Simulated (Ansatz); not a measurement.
Every step of a relaxation of SiO2 (rutile type)

DFT, PBE, PAW with Ansatz's default frozen-core files, scalar-relativistic (Ansatz 0.2.0); a Γ-centred 7×7×10 k mesh, Fermi–Dirac smearing of 0.1 eV, no spin polarisation. The run relaxes shape and atoms at held volume.

Command: `ansatz run input.yaml --threads 2 --pin off --max-ram 5120MiB --backend cpu --events-out ev --progress --plain --runs-dir out` It took 3.8 s on 2 threads of Intel(R) Xeon(R) 6975P-C (Granite Rapids) (shared host), peak memory 0.36 GiB.

PAW: frozen-core files, cutoff 420 eV; forces are relaxed below 0.005 eV/Å.

Each step lists its free energy a cell above the last geometry, the pressure, the cell vectors (Å), and Cartesian positions (Å) with forces (eV/Å).

The first step:

```
step 1  dF = 653.08 meV  P = 374.8 GPa
  cell 3.6123 0.0000 0.0000  0.0000 3.6123 0.0000  0.0000 0.0000 2.2941
  Si 0.0000 0.0000 0.0000   0.0000 0.0000 0.0000
  Si 1.8061 1.8061 1.1471   0.0000 0.0000 0.0000
  O 1.1089 1.1089 0.0000   -4.0688 -4.0688 0.0000
  O 2.5034 2.5034 0.0000   4.0688 4.0688 0.0000
  O 2.9151 0.6972 1.1471   -4.0688 4.0688 0.0000
  O 0.6972 2.9151 1.1471   4.0688 -4.0688 0.0000
```

The structure type is held throughout; the real material can change phase at far lower pressure. At this compression frozen-core PAW has no all-electron check here.

The symmetry of the start is kept and no stability test is made, so the end need not be the stable phase.

Problem. Where does the relaxation end, and by which steps?

Solution. After 5 geometries, with conventional a, b, c = 3.576, 3.576, 2.341 Å, at 4.989 Å³/atom and 362.5 GPa in space group P4_2/mnm, with a shortest distance of 1.509 Å. The further steps:
```
step 2  dF = 229.94 meV  P = 367.9 GPa
  cell 3.5966 0.0000 0.0000  0.0000 3.5966 0.0000  0.0000 0.0000 2.3142
  Si 0.0000 0.0000 0.0000   0.0000 0.0000 0.0000
  Si 1.7983 1.7983 1.1571   0.0000 0.0000 0.0000
  O 1.0917 1.0917 0.0000   -2.4237 -2.4237 0.0000
  O 2.5048 2.5048 0.0000   2.4237 2.4237 0.0000
  O 2.8900 0.7066 1.1571   -2.4237 2.4237 0.0000
  O 0.7066 2.8900 1.1571   2.4237 -2.4237 0.0000
step 3  dF = 0.17 meV  P = 362.5 GPa
  cell 3.5743 0.0000 0.0000  0.0000 3.5743 0.0000  0.0000 0.0000 2.3431
  Si 0.0000 0.0000 0.0000   0.0000 0.0000 0.0000
  Si 1.7872 1.7872 1.1716   0.0000 0.0000 0.0000
  O 1.0671 1.0671 0.0000   -0.0442 -0.0442 0.0000
  O 2.5072 2.5072 0.0000   0.0442 0.0442 0.0000
  O 2.8543 0.7201 1.1716   -0.0442 0.0442 0.0000
  O 0.7201 2.8543 1.1716   0.0442 -0.0442 0.0000
step 4  dF = 0.08 meV  P = 362.5 GPa
  cell 3.5747 0.0000 0.0000  0.0000 3.5747 0.0000  0.0000 0.0000 2.3426
  Si 0.0000 0.0000 0.0000   0.0000 0.0000 0.0000
  Si 1.7873 1.7873 1.1713   0.0000 0.0000 0.0000
  O 1.0670 1.0670 0.0000   -0.0256 -0.0256 0.0000
  O 2.5077 2.5077 0.0000   0.0256 0.0256 0.0000
  O 2.8543 0.7204 1.1713   -0.0256 0.0256 0.0000
  O 0.7204 2.8543 1.1713   0.0256 -0.0256 0.0000
step 5  dF = 0.00 meV  P = 362.5 GPa
  cell 3.5758 0.0000 0.0000  0.0000 3.5758 0.0000  0.0000 0.0000 2.3412
  Si 0.0000 0.0000 0.0000   0.0000 0.0000 0.0000
  Si 1.7879 1.7879 1.1706   0.0000 0.0000 0.0000
  O 1.0669 1.0669 0.0000   -0.0001 -0.0001 0.0000
  O 2.5089 2.5089 0.0000   0.0001 0.0001 0.0000
  O 2.8548 0.7210 1.1706   -0.0001 0.0001 0.0000
  O 0.7210 2.8548 1.1706   0.0001 -0.0001 0.0000
step 6  dF = -0.46 meV  P = 362.5 GPa  (same geometry on a basis chosen anew; earlier energies don't compare to the last digit)
  cell 3.5758 0.0000 0.0000  0.0000 3.5758 0.0000  0.0000 0.0000 2.3412
  Si 0.0000 0.0000 0.0000   0.0000 0.0000 0.0000
  Si 1.7879 1.7879 1.1706   0.0000 0.0000 0.0000
  O 1.0669 1.0669 0.0000   -0.0003 -0.0003 0.0000
  O 2.5089 2.5089 0.0000   0.0003 0.0003 0.0000
  O 2.8548 0.7210 1.1706   -0.0003 0.0003 0.0000
  O 0.7210 2.8548 1.1706   0.0003 -0.0003 0.0000
```
